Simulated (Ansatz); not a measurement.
An input for Ansatz 0.2.0 (InAs):

Contents of input.yaml:

```yaml
crystal:
  lattice:
    - [0.0, 2.80166302, 2.80166302]
    - [2.80166302, 0.0, 2.80166302]
    - [2.80166302, 2.80166302, 0.0]
  atoms:
    - { symbol: In, position: [0.0, 0.0, 0.0] }
    - { symbol: As, position: [0.75, 0.75, 0.75] }
hamiltonian:
  xc: rpbe
  pseudopotentials: { kind: paw_fr }
magnetization:
  noncollinear: true
  spin_orbit: true
kpoints:
  mp_grid: { grid: [8, 8, 8], shift: [0.5, 0.5, 0.5] }
scf:
  occupations: { method: methfessel_paxton, width: 0.025 }
  n_extra_bands: 14
  mixing: { preconditioner: resta }
output:
  eigenvalues: true
  wannier:
    kmesh: [6, 6, 6]
    projections: [{ site: 1, l: p }]
    minimise: true
    write_xyz: true
    disentanglement: { window: [2.0, 23.5], frozen_window: [3.5, 11.8] }
```

Potentials or basis: Ansatz PAW.

Run with:

```bash
$ ansatz run input.yaml --threads 1 --pin off --max-ram 2560MiB --backend cpu --events-out ev --progress --plain --runs-dir out
```

Question: Does this run start?

Answer: The run stopped without a result. It printed:

Output:

```text
Error: inconsistent input (output.wannier, hamiltonian.pseudopotentials): output.wannier: this run holds 12 of the 48 operations that detection took (kpoints.mp_grid). On PAW files bands that the crystal's symmetry makes degenerate can then part by more than the end of the set can be checked for, and the set is refused — give kpoints.mp_grid no shift and equal divisions along equivalent axes; or set crystal.symmetry: { detect: false, analysis: as_solved } (a key that needs symmetry detection or time reversal refuses this as the deck is read), under which the count is checked by the level width alone
```
